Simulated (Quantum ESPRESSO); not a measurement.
**Ti under changes of volume**

One of the cells (16.731 Å³/atom); the others are scaled copies at fixed shape and fractional positions:

```
Ti
1.0
     0.00000    2.03000    2.03000
     2.03000    0.00000    2.03000
     2.03000    2.03000    0.00000
Ti
1
Direct
  0.00000 0.00000 0.00000
```

This isn't the form of Ti at room conditions, which is hcp.

| Quantity | Value |
| --- | --- |
| Program | Quantum ESPRESSO 7.5 |
| Functional | PBE |
| Potentials or basis | SSSP 1.3 efficiency PBE |
| Cutoff | 748 eV |
| Density cutoff | 5987 eV |
| k mesh | 11 × 11 × 11 |
| Occupations | fermi-dirac, width 0.05 eV |
| Spin | no spin polarisation |

```csv
volume (Å³/atom),energy over the lowest point (meV/atom),pressure (GPa)
15.727,56.99,12.5
16.062,?,?
16.396,18.10,6.7
16.731,7.20,4.2
17.065,1.31,1.9
17.400,0.00,-0.2
17.735,2.89,-2.2
```

Question: What does the run at 16.062 Å³/atom give?

Answer: Energy over the lowest point 34.51 meV/atom; pressure 9.5 GPa.

Worked out: A Birch-Murnaghan fit of order 3 (a polynomial in V^(-2/3)) to the other rows has its minimum at 17.33 Å³/atom with B0 = V·E''(V) = 106 GPa and B' = 3.7. It gives 34.50 meV/atom at 16.062 Å³/atom, against the run's 34.51, and -dE/dV = 9.3 GPa, against 9.5.

Energies are extrapolated to zero smearing.
